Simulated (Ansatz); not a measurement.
Here is an Ansatz 0.2.0 calculation.

File input.yaml:

```yaml
crystal:
  lattice: { a: 3.89, b: 3.89, c: 3.89, alpha: 90.0, beta: 90.0, gamma: 90.0 }
  space_group: 225
  reduce_to_primitive: true
  atoms:
    - { symbol: Os, wyckoff: "4a", position: [0.0, 0.0, 0.0] }
hamiltonian:
  xc: b3lyp5
  pseudopotentials: { kind: paw, source: ansatz }
kpoints:
  mp_grid: { grid: [8, 8, 8] }
scf:
  occupations: { method: methfessel_paxton, width: 0.05 }
output:
  forces: true
  stress: true
  eigenvalues: true
  write_density: true
  write_potential: true
  elf: true
  volumetric_format: npy
```

Potentials or basis: Ansatz PAW earlier set.

Run with:

```sh
$ ansatz run input.yaml --threads 1 --pin off --max-ram 2560MiB --backend cpu --events-out ev --progress --plain --runs-dir out
```

Predict the band gap on the k mesh.

none (metal or under the smearing width).

Predict the pressure.

-7.7 GPa.

Caveat: the potentials were made for another functional, which shifts forces and pressure; the thresholds are loose for stress. The run has no spin-orbit coupling, so splittings on Os are missing.
